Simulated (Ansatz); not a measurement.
A 3-atom cell of Li₂O started from a crystallographic database, relaxed with r2SCAN, was run in the PAW code Ansatz under altered settings. All numbers are computed, without spin polarisation but where a row says otherwise.

```xyz
3
Lattice="0.0000 2.2864 2.2864 2.2864 0.0000 2.2864 2.2864 2.2864 0.0000" Properties=species:S:1:pos:R:3 pbc="T T T"
Li    1.1432    1.1432    1.1432
Li    3.4296    3.4296    3.4296
O     0.0000    0.0000    0.0000
```

The base run's other keys:
```yaml
kpoints:
  mp_grid: { grid: [4, 4, 4] }
hamiltonian:
  xc: hse06
scf:
  occupations: { method: fixed }
  n_extra_bands: 4
```

It takes 10 iterations with 459 plane waves at 420 eV and 8 k points, and leaves a mean stress of -0.32 GPa. The gap over this mesh is 6.655 eV. It ran on 4 threads of AMD EPYC 7R43 64-Core Processor (Zen 3) (shared host).

Outcomes, with energy and stress as changes against the base:
```tsv
setting	outcome	ΔF (meV/atom)	Δ mean stress (GPa)	gap on the mesh (eV)	iterations	wall time
PBE hybrid, exx coeff 1.0, unscreened	converged	–	-8.8	14.759	20	2.7 s
PBE hybrid, exx coeff 0.1, omega 0.3 1/Å	converged	–	+2.0	5.585	11	2.5 s
PBE hybrid, exx coeff 0.3, omega 0.3 1/Å	converged	–	-0.5	6.690	10	2.5 s
scf.exx.singularity: none	converged	-1.1	-0.1	6.657	10	2.5 s
```
A dash marks a value that wasn't obtained or can't be compared. Stress is positive in compression. The base took 2.5 s.

- PBE hybrid, exx coeff 1.0, unscreened. That is 100 % exact exchange, at all ranges, against HSE06's 25 % screened at 0.208 1/Å. The mean stress moves by -8.8 GPa and the gap on the mesh by +8.104 eV (to 14.759). Totals of different functionals aren't comparable.
- PBE hybrid, exx coeff 0.1, omega 0.3 1/Å. That is 10 % exact exchange, screened with ω = 0.3 1/Å, against HSE06's 25 % screened at 0.208 1/Å. The mean stress moves by +2.0 GPa and the gap on the mesh by -1.070 eV (to 5.585). Totals of different functionals aren't comparable.
- PBE hybrid, exx coeff 0.3, omega 0.3 1/Å. That is 30 % exact exchange, screened with ω = 0.3 1/Å, against HSE06's 25 % screened at 0.208 1/Å. The mean stress moves by -0.5 GPa and the gap on the mesh by +0.035 eV (to 6.690). Totals of different functionals aren't comparable.
- scf.exx.singularity: none. The free energy moves by -1.1 meV an atom, the mean stress by -0.1 GPa and the gap on the mesh by +0.002 eV (to 6.657). The result is sensitive to this setting.

The stress of a hybrid is loosely converged in these runs.

The meshes of the hybrids are coarse, so their gaps aren't converged to the digits shown.
